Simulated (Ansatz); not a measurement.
**Quadrupolar parameters in TaN**

The cell is a COD entry whose atoms were relaxed with PBE, the cell held.

Space group P6/mmm (No. 191); a = 5.1850, c = 2.9080 Å, γ = 120.00°.

```
site  Wyckoff  site symmetry       x       y       z
 Ta1       1a          6/mmm  0.0000  0.0000  0.0000
 Ta2       2d           -6m2  0.3333  0.6667  0.5000
   N       3f            mmm  0.5000  0.0000  0.0000
```

One atom of each set is listed.

Level of theory: DFT, LDA, plane waves and PAW, scalar-relativistic, collinear spin, 420 eV cutoff, Γ-centred 10×10×16 k-points, Fermi–Dirac smearing 0.05 eV (Ansatz 0.2.0). Start moments as typed (μB): 2 on each Ta, none on the rest.

C_Q = eQV_zz/h, which is 24.18 MHz for Q = 1 b and V_zz = 10²¹ V/m²; η = (V_xx − V_yy)/V_zz.

Ta-181: I = 7/2, Q = 3170 mb; 14N: I = 1, Q = 20.44 mb. Quadrupole moments are those of Pyykkö's year-2017 table.

(1) Which values are expected at the nuclei?

Answers

(1) 

| site | atoms | first shell | V_xx, V_yy, V_zz (10²¹ V/m²) | η | C_Q (MHz) |
| --- | --- | --- | --- | --- | --- |
| Ta1 | 1 | 6 N at 2.59 Å | 23.0, 23.0, -46.0 | 0.00 | -3529 |
| Ta2 | 2 | 6 N at 2.09 Å | 19.22, 19.22, -38.4 | 0.00 | -2946 |
| N | 3 | 4 Ta at 2.09 Å; also 2 Ta at 2.59 Å | -0.31, -2.66, 2.97 | 0.79 | 1.47 |

An axis of threefold or higher order runs through Ta1 and Ta2, so V_zz lies along it and η is zero.

At this cell the principal stresses reach 7 GPa in size with LDA, which can matter for small gradients. The run finds no gap above 0.1 eV (a metal, or nearly one), so the gradients can move by 10 % or more with the k-mesh. Without spin–orbit coupling the gradients at and beside Ta can be off by some per cent, at some sites by more. The start moments die out, and the run ends without spin.

Hardware: 1 thread of Intel Xeon 6975P-C (Granite Rapids) (x86_64; 16 cores open to the job, memory cap 3.0 GiB, no GPU), a shared host with a load of 0.5 a core. Wall time 26 s, CPU time 26 s, peak memory 0.7 GiB.
